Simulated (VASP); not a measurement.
# AlN (P6_3mc) in VASP: settings compared, part 2 of 3

VASP 6.6.1. Earlier steps stand in the parts before.

### Step 3. Chemical shielding, RPBE+D4

INCAR reads:

```
PREC = Accurate ; ENCUT = 520
EDIFF = 1E-8 ; ISMEAR = 0
SIGMA = 0.05 ; LREAL = F
LASPH = T ; NELM = 60
ALGO = Fast ; ISIF = 2
LWAVE = F ; LCHARG = F
GGA = RP ; IVDW = 13
LCHIMAG = T ; DQ = 0.001
ICHIBARE = 1 ; LNMR_SYM_RED = T
```

KPOINTS reads:

```
Automatic mesh
0
Gamma
  10 10 6
```

POSCAR reads:

```
AlN
1.0
    3.1130000000      0.0000000000      0.0000000000
   -1.5565000000      2.6959370820      0.0000000000
    0.0000000000      0.0000000000      4.9810000000
Al N
2 2
Cartesian
    1.5565000002      0.8986456939      2.4905000000
   -0.0000000002      1.7972913881      0.0000000000
    1.5565000002      0.8986456939      4.3832800000
   -0.0000000002      1.7972913881      1.8927800000
```

Potentials or basis: VASP PAW PBE potentials, release 64 (Al, N).

Run with:

```console
$ cat potpaw_PBE.64/Al/POTCAR potpaw_PBE.64/N/POTCAR > POTCAR
$ mpirun -np 1 vasp_std > vasp.out
```

OUTCAR:

```text
PREC = Accurate
   ENCUT = 520
   EDIFF = 1E-8
   ISMEAR = 0
   LREAL = F
   LASPH = T
   NELM = 60
   ISIF = 2
   GGA = RP
   IVDW = 13

 ion  position               nearest neighbor table
   1  0.667  0.333  0.500-   3 1.89   4 1.89   4 1.89   4 1.89   2 3.07   2 3.07   2 3.07   2 3.07
                             2 3.07   2 3.07
   2  0.333  0.667  0.000-   4 1.89   3 1.89   3 1.89   3 1.89   1 3.07   1 3.07   1 3.07   1 3.07
                             1 3.07   1 3.07
   3  0.667  0.333  0.880-   1 1.89   2 1.89   2 1.89   2 1.89
   4  0.333  0.667  0.380-   2 1.89   1 1.89   1 1.89   1 1.89

  LATTYP: Found a hexagonal cell.
 ALAT       =     3.1130000000
 C/A-ratio  =     1.6000642467

  Lattice vectors:

 A1 = (   3.1130000000,   0.0000000000,   0.0000000000)
 A2 = (  -1.5565000000,   2.6959370820,   0.0000000000)
 A3 = (   0.0000000000,   0.0000000000,   4.9810000000)
[... 608 lines left out ...]

 -------------------------------------------------------------
  G=0 CONTRIBUTION TO CHEMICAL SHIELDING (field along BDIR)
  using pGv susceptibility, excluding core contribution
 -------------------------------------------------------------
   BDIR                X                 Y                 Z
 -------------------------------------------------------------
     1          9.079810          0.000000          0.000000
     2          0.000000          9.091570          0.000000
     3          0.000000          0.000000          9.272287
 -------------------------------------------------------------

  Core NMR properties

  typ  El   Core shielding (ppm)
 ----------------------------
    1  Al     766.8301203
    2  N      235.7769540
 ----------------------------

  Core contribution to magnetic susceptibility:     -6.16  10^-6 cm^3/mole
 --------------------------------------------------------------------------

  CSA tensor (J. Mason, Solid State Nucl. Magn. Reson. 2, 285 (1993))
  for chemical shielding  (including the isotropic core contribution)

  BDIR labels direction of applied magnetic field (i.e. B0)
  For BDIR==1, B0 along x-axis, etc.
  Induced field listed along cartesian directions for each BDIR
 ------------------------------------------------------------------------------------------
                 EXCLUDING G=0 CONTRIBUTION              INCLUDING G=0 CONTRIBUTION
 ------------------------------------------------------------------------------------------
  ion  BDIR            X           Y           Z                X           Y           Z
          (   iso_shield        span        skew ) (   iso_shield        span        skew )
 ------------------------------------------------------------------------------------------
    1     1     449.6138      0.0000      0.0000         460.7425      0.0000      0.0000
          2       0.0000    449.6143      0.0006           0.0000    460.7548      0.0006
          3       0.0000      0.0023    436.3154           0.0000      0.0023    447.6366
          (     445.1812     13.2989     -0.9999 ) (     456.3780     13.1182     -0.9981 )
[... 11 lines left out ...]
    4     1     119.6832      0.0000      0.0000         130.8119      0.0000      0.0000
          2       0.0000    119.6847      0.0016           0.0000    130.8252      0.0016
          3       0.0000     -0.0000    127.6999           0.0000     -0.0000    139.0211
          (     122.3560      8.0167      0.9996 ) (     133.5528      8.2092      0.9968 )
 ------------------------------------------------------------------------------------------
  IF SPAN.EQ.0, THEN SKEW IS ILL-DEFINED
 ------------------------------------------------------------------------------------------
```

Wall time 15 min (1 thread of Intel Xeon Platinum 8375C at 2.90GHz (Ice Lake), shared host); peak memory 0.44 GiB.

Results:

| Quantity | Value |
| --- | --- |
| Dispersion energy per atom | -0.640 eV |

Chemical shielding (ppm):
| atom | isotropic | span | skew |
| --- | --- | --- | --- |
| 1 Al | 456 | 13 | -1.00 |
| 2 Al | 456 | 13 | -1.00 |
| 3 N | 134 | 8 | 1.00 |
| 4 N | 134 | 8 | 1.00 |

### Step 4. Dielectric tensor, PBEsol (cell strained at random at fixed volume)

INCAR reads:

```
SYSTEM = AlN
ALGO     = Normal         ! electronic algorithm
EDIFF    = 1E-8           ! SCF threshold, eV
ENCUT    = 520            ! plane-wave cutoff, eV
GGA      = PS             ! functional
ISIF     = 2              ! what is computed and relaxed
ISMEAR   = 0              ! smearing method
LASPH    = .TRUE.         ! aspherical terms in the spheres
LCHARG   = .FALSE.        ! write CHGCAR
LEPSILON = .TRUE.         ! dielectric tensor by DFPT
LREAL    = .FALSE.        ! projectors in reciprocal space
LWAVE    = .FALSE.        ! write WAVECAR
NELM     = 80             ! most SCF steps
PREC     = Accurate       ! precision mode
SIGMA    = 0.05           ! smearing width, eV
```

KPOINTS reads:

```
k-points
0
G
  10 10 6
  0 0 0
```

POSCAR reads:

```
AlN
1.0
    3.2030020000     -0.0502510000     -0.0070680000
   -1.6450200000      2.6947190000     -0.0498760000
   -0.0113090000     -0.0986790000      4.8920670000
Al N
2 2
Direct
    0.6666666667      0.3333333333      0.5000000000
    0.3333333333      0.6666666667      0.0000000000
    0.6666666667      0.3333333333      0.8800000000
    0.3333333333      0.6666666667      0.3800000000
```

Potentials or basis: VASP PAW PBE potentials, release 64 (Al, N).

Run with:

```console
$ cat potpaw_PBE.64/Al/POTCAR potpaw_PBE.64/N/POTCAR > POTCAR
$ mpirun -np 1 vasp_std > vasp.out
```

OUTCAR:

```text
SYSTEM = AlN
   EDIFF = 1E-8
   ENCUT = 520
   GGA = PS
   ISIF = 2
   ISMEAR = 0
   LASPH = .TRUE.
   LEPSILON = .TRUE.
   LREAL = .FALSE.
   NELM = 80
   PREC = Accurate

 ion  position               nearest neighbor table
   1  0.667  0.333  0.500-   4 1.85   3 1.86   4 1.91   4 1.96   2 2.97   2 3.01   2 3.05   2 3.08
                             2 3.08   2 3.09
   2  0.333  0.667  0.000-   4 1.86   3 1.89   3 1.90   3 1.94   1 2.97   1 3.01   1 3.05   1 3.08
                             1 3.08   1 3.09
   3  0.667  0.333  0.880-   1 1.86   2 1.89   2 1.90   2 1.94
   4  0.333  0.667  0.380-   1 1.85   2 1.86   1 1.91   1 1.96

  LATTYP: Found a triclinic cell.
 ALAT       =     3.0698145766
 B/A-ratio  =     1.0435170855
 C/A-ratio  =     1.5939318431
 COS(alpha) =     0.0042005280
 COS(beta)  =     0.0370915859
 COS(gamma) =     0.4939806619

  Lattice vectors:

 A1 = (   1.5579820000,   2.6444680000,  -0.0569440000)
 A2 = (   3.2030020000,  -0.0502510000,  -0.0070680000)
 A3 = (   0.0113090000,   0.0986790000,  -4.8920670000)

Analysis of symmetry for initial positions (statically):
=====================================================================
 Subroutine PRICEL returns:
 Original cell was already a primitive cell.
[... 601 lines left out ...]

 PIEZOELECTRIC TENSOR FIELD DIRECTION 3  (e Angst)
 -----------------------------------------------------------------------------
     0.67248 -0.03895 -0.01241           ( -0.00078 -0.00076 -0.00010)
    -0.03895  0.58332 -0.08379           ( -0.00076 -0.00270 -0.00067)
    -0.01241 -0.08379 -0.72586           ( -0.00010 -0.00067 -0.00116)

 PIEZOELECTRIC TENSOR FIELD DIRECTION 3  (C/m^2)
 -----------------------------------------------------------------------------
     0.25774 -0.01493 -0.00476
    -0.01493  0.22357 -0.03211
    -0.00476 -0.03211 -0.27820

 MACROSCOPIC STATIC DIELECTRIC TENSOR (including local field effects in DFT)
 ------------------------------------------------------
           4.596224    -0.051717    -0.000204
          -0.051711     4.486908    -0.033154
          -0.000205    -0.033106     4.655448
 ------------------------------------------------------

 PIEZOELECTRIC TENSOR (including local field effects)  for field in x, y, z        (e  Angst)
          XX          YY          ZZ          XY          YZ          ZX
  --------------------------------------------------------------------------------
  x    -0.00509    -0.00643     0.00095    -0.03921    -0.04567     0.94424
  y    -0.02086    -0.07315    -0.00273    -0.00858     0.84616    -0.04524
  z     0.67248     0.58332    -0.72586    -0.03895    -0.08379    -0.01241

 PIEZOELECTRIC TENSOR (including local field effects)  for field in x, y, z        (C/m^2)
          XX          YY          ZZ          XY          YZ          ZX
  --------------------------------------------------------------------------------
  x    -0.00195    -0.00247     0.00036    -0.01503    -0.01751     0.36190
  y    -0.00799    -0.02804    -0.00105    -0.00329     0.32431    -0.01734
  z     0.25774     0.22357    -0.27820    -0.01493    -0.03211    -0.00476

 BORN EFFECTIVE CHARGES (including local field effects) (in |e|, cummulative output)
 ---------------------------------------------------------------------------------
 ion    1
    1     2.53287    -0.01680    -0.02092
    2    -0.01438     2.51106    -0.00661
    3     0.00529    -0.03067     2.67609
 ion    2
    1     2.54833    -0.01246     0.01553
    2    -0.01480     2.50414    -0.05160
    3    -0.00882    -0.01061     2.67060
 ion    3
    1    -2.54221     0.01470    -0.00451
    2     0.01505    -2.50894     0.03628
    3    -0.00650     0.02966    -2.67404
 ion    4
    1    -2.53899     0.01456     0.00991
    2     0.01413    -2.50626     0.02193
    3     0.01004     0.01161    -2.67265
```

OSZICAR:

```text
N       E                     dE             d eps       ncg     rms          rms(c)
DAV:   1     0.506340686816E+02    0.50634E+02   -0.76014E+03  7304   0.119E+03
DAV:   2    -0.316846435319E+02   -0.82319E+02   -0.75416E+02 10812   0.223E+02
[... 12 lines left out ...]
RMM:   4    -0.452763810277E+00   -0.20111E-01   -0.10954E-02 12915   0.756E-01    0.781E-02
RMM:   5    -0.455473012879E+00   -0.27092E-02   -0.16985E-04 13114   0.110E-01    0.218E-02
RMM:   6    -0.456013421433E+00   -0.54041E-03   -0.18327E-05 13247   0.325E-02    0.589E-03
RMM:   7    -0.456178154398E+00   -0.16473E-03   -0.65140E-07 13353   0.712E-03    0.262E-03
RMM:   8    -0.456237841905E+00   -0.59688E-04   -0.11337E-07 13456   0.293E-03    0.216E-04
RMM:   9    -0.456237640473E+00    0.20143E-06   -0.46941E-09 13664   0.339E-04    0.821E-05
RMM:  10    -0.456236750771E+00    0.88970E-06   -0.67314E-09 11219   0.170E-04    0.891E-06
```

stdout:

```text
POSCAR found type information on POSCAR AlN
 POSCAR found :  2 types and       4 ions
 scaLAPACK will be used
 -----------------------------------------------------------------------------
|                                                                             |
|                                                                             |
|     You enforced a specific xc type in the INCAR file but a different       |
[... 28 lines left out ...]
  Direction:   1
 dielectric tensor                  component  1 :     4.596    -0.052    -0.000
 Linear response to external field, progress :
  Direction:   2
 dielectric tensor                  component  2 :    -0.052     4.487    -0.033
 Linear response to external field, progress :
  Direction:   3
 dielectric tensor                  component  3 :    -0.000    -0.033     4.655
 Born effective charges drift removed
```

It took 8.4 min on 1 thread of Intel Xeon Platinum 8375C at 2.90GHz (Ice Lake), shared host; peak memory 0.52 GiB.

Results:

| Property | Result |
| --- | --- |
| Band gap on the k mesh | 3.97 eV, direct |
| Electronic dielectric tensor (diagonal) | 4.60, 4.49, 4.66 |
| Born charges (mean of the diagonal) | Al +2.57; N -2.58, -2.57 e |

Electronic dielectric tensor:
```
 4.60 -0.05  0.00
-0.05  4.49 -0.03
 0.00 -0.03  4.66
```

Born effective charge tensors (e):
atom 1, Al
```
 2.53 -0.02 -0.02
-0.01  2.51 -0.01
 0.01 -0.03  2.68
```
atom 2, Al
```
 2.55 -0.01  0.02
-0.01  2.50 -0.05
-0.01 -0.01  2.67
```
atom 3, N
```
-2.54  0.01  0.00
 0.02 -2.51  0.04
-0.01  0.03 -2.67
```
atom 4, N
```
-2.54  0.01  0.01
 0.01 -2.51  0.02
 0.01  0.01 -2.67
```

(Continued in part 3 of 3.)
